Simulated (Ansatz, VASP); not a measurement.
# Si in VASP and in Ansatz

POSCAR

```
Si
1.0
    5.4309400000      0.0000000000      0.0000000000
    0.0000000000     -5.4309400000      0.0000000000
    0.0000000000      0.0000000000     -5.4309400000
Si
8
Direct
    0.5000000000      0.0000000000      0.0000000000
    0.0000000000      0.5000000000      0.0000000000
    0.0000000000      0.0000000000      0.5000000000
    0.5000000000      0.5000000000      0.5000000000
    0.7500000000      0.7500000000      0.7500000000
    0.2500000000      0.2500000000      0.7500000000
    0.2500000000      0.7500000000      0.2500000000
    0.7500000000      0.2500000000      0.2500000000
```

INCAR.step1

```
ALGO = Normal
EDIFF = 1E-4
ENCUT = 520
GGA = PE
ISMEAR = 0
LASPH = T
LCHARG = F
LREAL = F
LWAVE = T
NBANDS = 26
NELM = 60
PREC = Accurate
SIGMA = 0.05
```

File INCAR.step2:

```
ALGO = Normal
EDIFF = 1E-6
ENCUT = 520
ISIF = 2
ISMEAR = 0
ISTART = 1
LASPH = T
LCHARG = T
LELF = T
LMIXTAU = T
LREAL = F
LVHAR = T
LWAVE = F
METAGGA = R2SCAN
NBANDS = 26
NELM = 60
PREC = Accurate
SIGMA = 0.05
```

Contents of KPOINTS:

```
k-points
0
Gamma
  6 6 6
```

Input for Ansatz:

```yaml
crystal:
  lattice:
    - [5.43094, 0.0, 0.0]
    - [0.0, -5.43094, 0.0]
    - [0.0, 0.0, -5.43094]
  atoms:
    - { symbol: Si, position: [0.5, 0.0, 0.0] }
    - { symbol: Si, position: [0.0, 0.5, 0.0] }
    - { symbol: Si, position: [0.0, 0.0, 0.5] }
    - { symbol: Si, position: [0.5, 0.5, 0.5] }
    - { symbol: Si, position: [0.75, 0.75, 0.75] }
    - { symbol: Si, position: [0.25, 0.25, 0.75] }
    - { symbol: Si, position: [0.25, 0.75, 0.25] }
    - { symbol: Si, position: [0.75, 0.25, 0.25] }
basis:
  ecutwfc: 500
kpoints:
  mp_grid: { grid: [6, 6, 6] }
hamiltonian:
  xc: r2scan
scf:
  occupations: { method: gaussian, width: 0.05 }
output:
  forces: true
  stress: true
  eigenvalues: true
  write_density: true
  write_potential: true
  elf: true
  volumetric_format: npy
```

Alike in both runs: task single point; functional r2SCAN; k mesh 6 × 6 × 6; occupations gaussian, width 0.05 eV; no spin polarisation.

```csv
,VASP,Ansatz
version,VASP 6.6.1,Ansatz 0.2.0
potentials or method,"VASP PAW PBE potentials, release 64 (Si)","scalar-relativistic, plane waves, PAW"
plane-wave cutoff (eV),520,500
valence electrons in the cell,32,32
```

```tsv
	VASP	Ansatz	Ansatz less VASP
gap on the k mesh at the Fermi level (eV)	0.77	0.76	-0.015
least direct gap on the mesh (eV)	0.92	0.91	-0.015
pressure (GPa)	0.5	0.7	+0.24
```

With one functional, cell and mesh, what is left measures potentials, basis and numerics.

Caveats: the PAW data sets were made with another functional, which shifts forces and pressure a little (VASP). A k mesh can miss the band edges.
